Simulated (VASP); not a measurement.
# TaC (Fm-3m) in VASP: a series of runs

The runs below take TaC through single point, with PBE.

All numbers are computed with VASP 6.6.1; they aren't measurements. Logs are shortened: lines on timing, memory, paths and dates and some standing lists are left out, and cuts for length are marked.

### 1 The structure

The structure is cubic, space group Fm-3m (No. 225). Conventional cell: a = 4.446 Å, b = 4.446 Å, c = 4.446 Å, α = 90.00°, β = 90.00°, γ = 90.00°. Ta (site symmetry m-3m) has 6 C at 2.22 Å as nearest neighbours. C (site symmetry m-3m) has 6 Ta at 2.22 Å as nearest neighbours.

### 2 Single point, PBE

Input file INCAR:

```
SYSTEM = TaC
PREC = Accurate
ENCUT = 520
EDIFF = 1E-7
ISMEAR = 0
SIGMA = 0.1
LREAL = .FALSE.
LASPH = .TRUE.
NELM = 60
ALGO = Normal
ISIF = 2
LWAVE = .FALSE.
LCHARG = .FALSE.
GGA = PE
```

Input file KPOINTS:

```
Automatic mesh
0
G
  4 4 4
  0 0 0
```

Input file POSCAR:

```
TaC
1.0
    0.0000000000      2.2230000000      2.2230000000
    2.2230000000      0.0000000000      2.2230000000
    2.2230000000      2.2230000000      0.0000000000
Ta C
1 1
Direct
    0.0000000000      0.0000000000      0.0000000000
    0.5000000000      0.5000000000      0.5000000000
```

Potentials or basis: VASP PAW PBE potentials, release 64 (Ta_pv, C).

Run with:

```bash
> cat potpaw_PBE.64/Ta_pv/POTCAR potpaw_PBE.64/C/POTCAR > POTCAR
> mpirun -np 1 vasp_std > vasp.out
```

OUTCAR:

```text
SYSTEM = TaC
   PREC = Accurate
   ENCUT = 520
   EDIFF = 1E-7
   ISMEAR = 0
   LREAL = .FALSE.
   LASPH = .TRUE.
   NELM = 60
   ISIF = 2
   GGA = PE

 ion  position               nearest neighbor table
   1  0.000  0.000  0.000-   2 2.22   2 2.22   2 2.22   2 2.22   2 2.22   2 2.22
   2  0.500  0.500  0.500-   1 2.22   1 2.22   1 2.22   1 2.22   1 2.22   1 2.22

  LATTYP: Found a face centered cubic cell.
 ALAT       =     4.4460000000

  Lattice vectors:

 A1 = (   0.0000000000,   2.2230000000,   2.2230000000)
 A2 = (   2.2230000000,   0.0000000000,   2.2230000000)
 A3 = (   2.2230000000,   2.2230000000,   0.0000000000)

Analysis of symmetry for initial positions (statically):
=====================================================================
 Subroutine PRICEL returns:
 Original cell was already a primitive cell.

 Routine SETGRP: Setting up the symmetry group for a
 face centered cubic supercell.

 Subroutine GETGRP returns: Found 48 space group operations
 (whereof 48 operations were pure point group operations)
 out of a pool of 48 trial point group operations.

The static configuration has the point symmetry O_h .

Analysis of symmetry for dynamics (positions and initial velocities):
=====================================================================
 Subroutine PRICEL returns:
 Original cell was already a primitive cell.

 Routine SETGRP: Setting up the symmetry group for a
 face centered cubic supercell.

 Subroutine GETGRP returns: Found 48 space group operations
 (whereof 48 operations were pure point group operations)
 out of a pool of 48 trial point group operations.

The dynamic configuration has the point symmetry O_h .

 Subroutine INISYM returns: Found 48 space group operations
 (whereof 48 operations are pure point group operations),
 and found     1 'primitive' translations

----------------------------------------------------------------------------------------

                                     Primitive cell

  volume of cell :      21.9709

  direct lattice vectors                    reciprocal lattice vectors
     0.000000000  2.223000000  2.223000000    -0.224921278  0.224921278  0.224921278
     2.223000000  0.000000000  2.223000000     0.224921278 -0.224921278  0.224921278
     2.223000000  2.223000000  0.000000000     0.224921278  0.224921278 -0.224921278

  length of vectors
     3.143796749  3.143796749  3.143796749     0.389575080  0.389575080  0.389575080

  position of ions in fractional coordinates (direct lattice)
     0.000000000  0.000000000  0.000000000
     0.500000000  0.500000000  0.500000000

  ion indices of the primitive-cell ions
   primitive index   ion index
                 1           1
                 2           2

----------------------------------------------------------------------------------------

 KPOINTS: Automatic mesh

Automatic generation of k-mesh.
 Grid dimensions read from file:
 generate k-points for:    4    4    4

 Generating k-lattice:

  Cartesian coordinates                     Fractional coordinates (reciprocal lattice)
    -0.056230319  0.056230319  0.056230319     0.250000000  0.000000000  0.000000000
     0.056230319 -0.056230319  0.056230319     0.000000000  0.250000000  0.000000000
     0.056230319  0.056230319 -0.056230319     0.000000000  0.000000000  0.250000000

  Length of vectors
     0.097393770  0.097393770  0.097393770

  Shift w.r.t. Gamma in fractional coordinates (k-lattice)
     0.000000000  0.000000000  0.000000000

 Subroutine IBZKPT returns following result:
 ===========================================

 Found      8 irreducible k-points:

 Following reciprocal coordinates:
            Coordinates               Weight
  0.000000  0.000000  0.000000      1.000000
  0.250000  0.000000  0.000000      8.000000
  0.500000  0.000000  0.000000      4.000000
  0.250000  0.250000  0.000000      6.000000
  0.500000  0.250000  0.000000     24.000000
 -0.250000  0.250000  0.000000     12.000000
  0.500000  0.500000  0.000000      3.000000
 -0.250000  0.500000  0.250000      6.000000
   k-points           NKPTS =      8   k-points in BZ     NKDIM =      8   number of bands    NBANDS=     11
   number of dos      NEDOS =    301   number of ions     NIONS =      2
   total plane-waves  NPLWV =  13824
   dimension x,y,z NGX =    24 NGY =   24 NGZ =   24
   dimension x,y,z NGXF=    48 NGYF=   48 NGZF=   48
   ions per type =               1   1
   NGX,Y,Z   is equivalent  to a cutoff of  12.69, 12.69, 12.69 a.u.
   NGXF,Y,Z  is equivalent  to a cutoff of  25.38, 25.38, 25.38 a.u.
 SYSTEM =  TaC
   PREC   = accura    normal or accurate (medium, high low for compatibility)
   ISTART =      0    job   : 0-new  1-cont  2-samecut
   ICHARG =      2    charge: 1-file 2-atom 10-const
   ISPIN  =      1    spin polarized calculation?
   LNONCOLLINEAR =      F non collinear calculations
   LSORBIT =      F    spin-orbit coupling
   LASPH  =      T    aspherical Exc in radial PAW
   ENCUT  =  520.0 eV  38.22 Ry    6.18 a.u.   5.85  5.85  5.85*2*pi/ulx,y,z
   NELM   =     60;   NELMIN=  2; NELMDL= -5     # of ELM steps
   EDIFF  = 0.1E-06   stopping-criterion for ELM
   LREAL  =      F    real-space projection
   EDIFFG = 0.1E-05   stopping-criterion for IOM
   NSW    =      0    number of steps for IOM
   IBRION =     -1    ionic relax: 0-MD 1-quasi-New 2-CG
   NFREE  =      0    steps in history (QN), initial steepest desc. (CG)
   ISIF   =      2    stress and relaxation
   ISYM   =      2    0-nonsym 1-usesym 2-fastsym
   POTIM  = 0.5000    time-step for ionic-motion
   TEBEG  =    0.0;   TEEND  =   0.0 temperature during run
   PSTRESS=    0.0 pullay stress
   NELECT =      15.0000    total number of electrons
   NUPDOWN=      -1.0000    fix difference up-down
   EMIN   =  10.00;   EMAX   =-10.00  energy-range for DOS
   EFERMI =   0.00;   METHOD = LEGACY
   ISMEAR =     0;   SIGMA  =   0.10  broadening in eV -4-tet -1-fermi 0-gaus
   EFERMI_NEDOS =   21; number of points for ismear=-14 and -15
   IALGO  =     38    algorithm
   IMIX   =      4    mixing-type and parameters
     AMIX     =   0.40;   BMIX     =  1.00
     AMIX_MAG =   1.60;   BMIX_MAG =  1.00
  volume/ion in A,a.u.               =      10.99        74.13
  Fermi-wavevector in a.u.,A,eV,Ry     =   1.441526  2.724089 28.272865  2.077997
  Thomas-Fermi vector in A             =   2.560148
   LORBIT       =      0    0 simple, 1 ext, 2 COOP (PROOUT), +10 PAW based schemes
   GGA     = PE    functional components
   LHFCALC =     F    Hartree Fock is set to
   AEXX    =    0.0000 exact exchange contribution
   IVDW    =     0    specifies the selected vdW correction
   LEPSILON=     F    determine dielectric tensor
   LRPA    =     F    only Hartree local field effects (RPA)
 non-spin polarized calculation
 Gauss-broadening in eV      SIGMA  =   0.10
  energy-cutoff  :      520.00
  volume of cell :       21.97
 maximum number of plane-waves:       609
   NGX = 11   NGY = 11   NGZ = 11

 number of electron      15.0000001 magnetization

 Free energy of the ion-electron system (eV)
  ---------------------------------------------------
  ext. energy  EPLUGINS =         0.00000000
  ---------------------------------------------------
  free energy    TOTEN  =       -22.06977869 eV

  energy without entropy =      -22.05626496  energy(sigma->0) =      -22.06302182

 E-fermi :   8.0816     XC(G=0): -13.2383

 val. band max:        8.0424698361   @ k =   0.0000   0.0000   0.0000
 cond. band min:       8.8605493200   @ k =   0.2500   0.0000   0.0000
 fundamental gap:      0.8180794839
 Fermi energy:         8.0816438944

 k-point     1 :       0.0000    0.0000    0.0000
  band No.  band energies     occupation
      1     -26.6718      2.00000
      2     -26.6718      2.00000
      3     -26.6718      2.00000
      4      -6.3680      2.00000
      5       7.0825      2.00000
      6       7.0825      2.00000
      7       7.0825      2.00000
      8       8.0425      1.42043
      9       8.0425      1.42043
     10       8.0425      1.42042
     11       9.0833      0.00000

 k-point     2 :       0.2500    0.0000    0.0000
  band No.  band energies     occupation
      1     -27.0458      2.00000
      2     -26.7103      2.00000
      3     -26.7103      2.00000
      4      -4.7448      2.00000
      5       3.2195      2.00000
      6       4.3517      2.00000
      7       4.3517      2.00000
      8       8.8605      0.00000
      9       8.8605      0.00000
     10       9.5040      0.00000
     11      14.2970      0.00000

 k-point     3 :       0.5000    0.0000    0.0000
  band No.  band energies     occupation
      1     -27.3961      2.00000
      2     -26.7483      2.00000
      3     -26.7483      2.00000
      4      -1.8649      2.00000
      5      -0.3076      2.00000
      6       2.9602      2.00000
      7       2.9602      2.00000
      8      11.1651      0.00000
      9      11.1651      0.00000
     10      12.1821      0.00000
     11      13.8852      0.00000

 k-point     4 :       0.2500    0.2500    0.0000
  band No.  band energies     occupation
      1     -27.0132      2.00000
      2     -26.7992      2.00000
      3     -26.7992      2.00000
      4      -4.6130      2.00000
      5       2.5014      2.00000
      6       5.1681      2.00000
      7       6.0497      2.00000
      8       6.0497      2.00000
      9       9.9734      0.00000
     10      11.6633      0.00000
     11      11.6633      0.00000

 k-point     5 :       0.5000    0.2500    0.0000
  band No.  band energies     occupation
      1     -27.2589      2.00000
      2     -26.9423      2.00000
      3     -26.8375      2.00000
      4      -3.2706      2.00000
      5       1.7651      2.00000
      6       3.4768      2.00000
      7       4.3752      2.00000
      8       8.0021      1.73911
      9      11.7243      0.00000
     10      12.2711      0.00000
     11      14.6914      0.00000

 k-point     6 :      -0.2500    0.2500    0.0000
  band No.  band energies     occupation
      1     -27.1892      2.00000
      2     -26.9627      2.00000
      3     -26.7493      2.00000
      4      -3.0856      2.00000
      5       1.2725      2.00000
      6       3.4296      2.00000
      7       3.6027      2.00000
      8       9.5272      0.00000
      9      11.4256      0.00000
     10      11.4734      0.00000
     11      13.1061      0.00000

 k-point     7 :       0.5000    0.5000    0.0000
  band No.  band energies     occupation
      1     -27.3160      2.00000
      2     -26.9250      2.00000
      3     -26.9250      2.00000
      4      -4.2543      2.00000
      5       3.8504      2.00000
      6       3.8601      2.00000
      7       6.7423      2.00000
      8       6.7423      2.00000
      9      11.0519      0.00000
     10      12.5402      0.00000
     11      12.5402      0.00000

 k-point     8 :      -0.2500    0.5000    0.2500
  band No.  band energies     occupation
      1     -27.1231      2.00000
      2     -27.1231      2.00000
      3     -26.9356      2.00000
      4      -3.3441      2.00000
      5       3.1618      2.00000
      6       3.4566      2.00000
      7       3.4566      2.00000
      8      10.0934      0.00000
      9      10.0934      0.00000
     10      12.5523      0.00000
     11      13.4479      0.00000

------------------------ aborting loop because EDIFF is reached ----------------------------------------

  FORCE on cell =-STRESS in cart. coord.  units (eV):
  Direction    XX          YY          ZZ          XY          YZ          ZX
  --------------------------------------------------------------------------------------
  -------------------------------------------------------------------------------------
  Total        1.1992940      1.1992940      1.1992940      0.0000000     -0.0000000      0.0000000
  in kB       87.4556501     87.4556501     87.4556501      0.0000000     -0.0000000      0.0000000
  external PRESSURE =      87.4556501 kB  Pullay stress =       0.0000000 kB

 VOLUME and BASIS-vectors are now :
 -----------------------------------------------------------------------------
  energy-cutoff  :      520.00
  volume of cell :       21.97
      direct lattice vectors                 reciprocal lattice vectors
     0.000000000  2.223000000  2.223000000    -0.224921278  0.224921278  0.224921278
     2.223000000  0.000000000  2.223000000     0.224921278 -0.224921278  0.224921278
     2.223000000  2.223000000  0.000000000     0.224921278  0.224921278 -0.224921278

 POSITION                                       TOTAL-FORCE (eV/Angst)
 -----------------------------------------------------------------------------------
      0.00000      0.00000      0.00000         0.000000      0.000000      0.000000
      2.22300      2.22300      2.22300         0.000000      0.000000      0.000000
 -----------------------------------------------------------------------------------
    total drift:                                0.000000     -0.000000     -0.000000

  FREE ENERGIE OF THE ION-ELECTRON SYSTEM (eV)
  ---------------------------------------------------
  free  energy   TOTEN  =       -22.0697786898 eV

  energy  without entropy=      -22.0562649580  energy(sigma->0) =      -22.06302182
```

It took 2.6 s on 1 thread of Intel Xeon Platinum 8488C (Sapphire Rapids), shared host; peak memory 0.13 GiB.

What came out:

- Free energy: -22.0698 eV
- Pressure: 8.7 GPa
- Band gap on the k mesh: none (metal or under the smearing width)

Levels at points of the mesh, in eV from the Fermi level:
```tsv
k point	band 5	band 6	band 7	band 8	band 9	band 10
(0.00, 0.00, 0.00)	-1.00	-1.00	-1.00	-0.04	-0.04	-0.04
(0.50, 0.00, 0.00)	-8.39	-5.12	-5.12	3.08	3.08	4.10
(0.50, 0.50, 0.00)	-4.23	-4.22	-1.34	-1.34	2.97	4.46
```

Caveat: the k mesh is coarse (spacing up to 0.61 Å⁻¹), so the values aren't converged. Spin-orbit coupling is left out, which matters for the levels of Ta.

### 3 Single point, PBE

INCAR is that of step 2.

Input file KPOINTS:

```
Automatic mesh
0
G
  6 6 6
  0 0 0
```

POSCAR is that of step 2.

Potentials or basis: VASP PAW PBE potentials, release 64 (Ta_pv, C).

Run with:

```bash
> cat potpaw_PBE.64/Ta_pv/POTCAR potpaw_PBE.64/C/POTCAR > POTCAR
> mpirun -np 1 vasp_std > vasp.out
```

Run time: 3.3 s. Hardware: 1 thread of Intel Xeon Platinum 8488C (Sapphire Rapids), shared host; peak memory 0.13 GiB.

Results (log left out):

* Free energy: -22.1875 eV
* Pressure: 7.3 GPa
* Band gap on the k mesh: none (metal or under the smearing width)

Levels at points of the mesh, in eV from the Fermi level:
| k point | band 6 | band 7 | band 8 | band 9 | band 10 | band 11 |
| --- | --- | --- | --- | --- | --- | --- |
| (0.00, 0.00, 0.00) | -1.26 | -1.26 | -0.46 | -0.46 | -0.46 | 0.74 |
| (0.50, 0.00, 0.00) | -5.46 | -5.46 | 2.84 | 2.84 | 3.81 | 5.48 |
| (0.50, 0.50, 0.00) | -4.51 | -1.74 | -1.74 | 2.73 | 4.23 | 4.23 |

Caveat: the k mesh is coarse (spacing up to 0.41 Å⁻¹), so the values aren't converged.

### 4 Single point, PBE

INCAR is that of step 3.

Input file KPOINTS:

```
Automatic mesh
0
G
  8 8 8
  0 0 0
```

POSCAR is that of step 3.

Run with:

```bash
> cat potpaw_PBE.64/Ta_pv/POTCAR potpaw_PBE.64/C/POTCAR > POTCAR
> mpirun -np 1 vasp_std > vasp.out
```

Run time: 4.4 s. Hardware: 1 thread of Intel Xeon Platinum 8488C (Sapphire Rapids), shared host; peak memory 0.14 GiB.

Results (log left out):

```yaml
Free_energy: -22.1886 eV
Pressure: 7.5 GPa
Band_gap_on_the_k_mesh: none (metal or under the smearing width)
```

Levels at points of the mesh, in eV from the Fermi level:
```
           k point  band 6  band 7  band 8  band 9  band 10  band 11
(0.00, 0.00, 0.00)   -1.56   -1.56   -0.69   -0.69    -0.69     0.45
(0.50, 0.00, 0.00)   -5.72   -5.72    2.54    2.54     3.53     5.21
(0.50, 0.50, 0.00)   -4.79   -1.97   -1.97    2.43     3.92     3.92
```

### 5 Single point, PBE

INCAR is that of step 4.

Input file KPOINTS:

```
Automatic mesh
0
G
  10 10 10
  0 0 0
```

POSCAR is that of step 4.

Run with:

```bash
> cat potpaw_PBE.64/Ta_pv/POTCAR potpaw_PBE.64/C/POTCAR > POTCAR
> mpirun -np 1 vasp_std > vasp.out
```

Wall time 5.8 s (1 thread of Intel Xeon Platinum 8488C (Sapphire Rapids), shared host); peak memory 0.14 GiB.

It converged, with:

```yaml
Free_energy: -22.2022 eV
Pressure: 7.3 GPa
Band_gap_on_the_k_mesh: none (metal or under the smearing width)
```

Levels at points of the mesh, in eV from the Fermi level:
```tsv
k point	band 6	band 7	band 8	band 9	band 10	band 11
(0.00, 0.00, 0.00)	-1.28	-1.28	-0.43	-0.43	-0.43	0.72
(0.50, 0.00, 0.00)	-5.46	-5.46	2.81	2.81	3.80	5.48
(0.50, 0.50, 0.00)	-4.52	-1.71	-1.71	2.70	4.20	4.20
```

(Part 1 of 2 ends here.)
